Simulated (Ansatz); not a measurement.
**Cobalt, hcp: B3LYP after BLYP**

How do the levels and moments change when part of the exchange is made exact, and what does it cost? The geometry was relaxed under BLYP beforehand and is kept. Exact exchange is dear, so the k-mesh is coarse, and BLYP is run on the same mesh for comparison.

Computed with Ansatz 0.2.0 (DFT, plane waves (420 eV) with PBE-made PAW files, scalar-relativistic; functionals as named at each step, unless a step says otherwise).

**1. The system as given**

The structure is hexagonal, space group P6_3/mmc (No. 194). The conventional cell has a = 2.533 Å, b = 2.533 Å, c = 4.083 Å, α = 90.00°, β = 90.00°, γ = 120.00°. Co (site symmetry -6m2) is surrounded by 12 Co at 2.51 to 2.53 Å.

Structure file:

```
CELL_PARAMETERS angstrom
2.53256 0.00000 0.00000
-1.26628 2.19326 0.00000
0.00000 0.00000 4.08317
ATOMIC_POSITIONS crystal
Co 0.33333 0.66667 0.25000
Co 0.66667 0.33333 0.75000
```

The atoms start with moments of +1.68 ×2 μB.

**2. BLYP, coarse mesh**

The run with BLYP.

input.yaml

```yaml
crystal:
  lattice:
    - [2.5325630076, 0.0, 0.0]
    - [-1.2662815038, 2.1932639013, 0.0]
    - [0.0, 0.0, 4.0831687862]
  atoms:
    - { symbol: Co, position: [0.3333333333, 0.6666666667, 0.25], spin: 1.677 }
    - { symbol: Co, position: [0.6666666667, 0.3333333333, 0.75], spin: 1.677 }
hamiltonian:
  xc: blyp
  pseudopotentials:
    kind: paw
    azcp:
      Co: "pseudopotentials/Co.paw.azcp"
basis:
  ecutwfc: 420
  fft_grid_basis: typed
kpoints:
  mp_grid: { grid: [7, 7, 4], shift: [0, 0, 0] }
magnetization:
  spin_polarized: true
scf:
  occupations: { method: fermi_dirac, width: 0.1 }
```

The program printed (excerpt; [...] marks lines left out):

```text
Warning: RAYON_NUM_THREADS=4 ignored (pool sized by the plan → 4); use --threads N
[...]
Pseudopotentials: kind: paw
Pseudopotential: Co, paw, valence charge 17, recommended cutoff 420 eV (normal), <dir>
Functional definition: BLYP
[...]
Crystal: 2 atoms, lattice volume = 22.680 Å³
Basis set: ecut = 420 eV, 451 PW (Γ), exchange–correlation on 36×36×60 points (8 copies of the dense FFT grid, shifted against one another)
Bands: 23, of which v1, the nominal top of the filled ones, is band 17 counted from 1 (16 counted from 0)
Symmetry: 24 space group operations
Space group: P63/mmc (ITA 194), of the structure as read, at distance tolerance 2.8e-5 Å
Magnetic group: BNS 194.263 (UNI 1493), of the structure as read, at distance tolerance 2.8e-5 Å
k-points: 24 of 196
[...]
Starting moments: Σ|m| = 3.354 μB on 2 of 2 sites
[...]
SCF iter   1: F=—  HF=-10267.336183 eV  |F-HF|=—  |Δ(HF+E_count)|=         —  Δρ=1.01e-1 (↑5.57e-3 ↓1.01e-1)  dr2=1.25e0  dr2_m=5.55e-1  M=3.448 μB ∫|m|=3.609 μB  β_m=0.30  ethr=3.10e-3  ⟨swp⟩=5.1  Hψ=4096  notcnv=0
[...]
SCF iter  10: F=-10268.524947 eV  HF=-10268.524947 eV  |F-HF|=4.35e-9  |Δ(HF+E_count)|=   1.40e-8  Δρ=4.86e-6 (↑1.67e-6 ↓4.86e-6)  dr2=6.05e-9  dr2_m=5.39e-10  M=3.242 μB ∫|m|=3.515 μB  ethr=2.30e-10  ⟨swp⟩=1.1  Hψ=2802  notcnv=0
[...]
SCF converged after 10 iterations
Magnetization: 3.2424 μB (18.6212 up, 15.3788 down)
Absolute magnetization: 3.5159 μB (∫|ρ↑−ρ↓|, with the PAW one-centre terms)
Spin contamination: 0.0525 ħ² per cell (⟨S²⟩ above its minimum at these occupations)
Per-site moments (μB) at R_I (Å): [(1.684331976359962, 1.0358617749905428), (1.6843319763599616, 1.0358617749905428)]
Free energy (F): -10268.524947 eV
[...]
E sigma→0 (E₀):  -10268.487995 eV
Entropy (-TS):   -0.073905 eV (-36.952 meV/atom)
Fermi energy:    18.175825 eV
[...]
```

It took 0.65 s on 4 threads of an x86-64 CPU, shared host; peak memory 0.34 GiB.

**3. B3LYP, coarse mesh**

The run with B3LYP.

input.yaml, as its differences from that of step 2:

```diff
@@ -9,3 +9,3 @@
 hamiltonian:
-  xc: blyp
+  xc: b3lyp
   pseudopotentials:
```

The program printed (excerpt; [...] marks lines left out):

```text
Warning: RAYON_NUM_THREADS=4 ignored (pool sized by the plan → 4); use --threads N
[...]
[... 2 set-up lines as earlier in the session ...]
Functional definition: B3LYP
[...]
Crystal: 2 atoms, lattice volume = 22.680 Å³
Basis set: ecut = 420 eV, 451 PW (Γ), exchange–correlation on 36×36×60 points (8 copies of the dense FFT grid, shifted against one another)
Bands: 23, of which v1, the nominal top of the filled ones, is band 17 counted from 1 (16 counted from 0)
[... 2 set-up lines as earlier in the session ...]
Magnetic group: BNS 194.263 (UNI 1493), of the structure as read, at distance tolerance 2.8e-5 Å
k-points: 24 of 196
[...]
Starting moments: Σ|m| = 3.354 μB on 2 of 2 sites
[...]
hybrid SCF converged: 11 outer / 94 inner (+17 warm-up), last move |dexx| = 7.69e-9 eV, tail = 3.29e-7 eV
Magnetization: 3.6732 μB (18.8366 up, 15.1634 down)
Absolute magnetization: 4.5267 μB (∫|ρ↑−ρ↓|, with the PAW one-centre terms)
Spin contamination: 0.2228 ħ² per cell (⟨S²⟩ above its minimum at these occupations)
Per-site moments (μB) at R_I (Å): [(2.0135663531817176, 1.0358617749905428), (2.013566353181717, 1.0358617749905428)]
Free energy (F): -10262.811003 eV
Frozen-core exchange: fock
[...]
E sigma→0 (E₀):  -10262.803988 eV
Entropy (-TS):   -0.014030 eV (-7.015 meV/atom)
Fermi energy:    18.050449 eV
[...]
--- Band table (eV; the first three rows and the last of 48) ---
[... band rows left out ...]
[...]
  guard bands above this table: 2 of the run's 23 bands, where the rule asks 3: the bands that hold charge and the lowest empty level above them stay in the table. The solve was not asked for them (output.publish_guard_bands: true or output.eigenvalues: true publishes all)
```

Run time: 17 s. Hardware: 4 threads of an x86-64 CPU, shared host; peak memory 0.79 GiB.

**4. The functionals compared**

```tsv
functional	gap on the mesh	Fermi energy (eV)	magnetic state	SCF cycles	exchange loops	CPU time
BLYP	none (levels filled in part)	18.176	ferromagnetic, up to 1.68 μB per atom	10	-	1.6 s
B3LYP	none (levels filled in part)	18.050	ferromagnetic, up to 2.01 μB per atom	111	11	56 s
```

**5. What came out**

| quantity | value |
| --- | --- |
| BLYP: gap | none (levels filled in part) |
| BLYP: magnetic state | ferromagnetic, up to 1.68 μB per atom |
| B3LYP: gap | none (levels filled in part) |
| B3LYP: magnetic state | ferromagnetic, up to 2.01 μB per atom |
| B3LYP: SCF cycles, exchange loops | 111, 11 |
| B3LYP: CPU time over that of BLYP | 36 |

What this shows: Both BLYP and B3LYP leave levels filled in part. The largest moment goes from 1.68 to 2.01 μB; exact exchange favours larger moments in itinerant magnets. The hybrid took 36 times as much CPU time as BLYP on the same settings. B3LYP needed 11 outer loops of the exchange operator. The total energies in the logs cannot be compared from one functional to another.
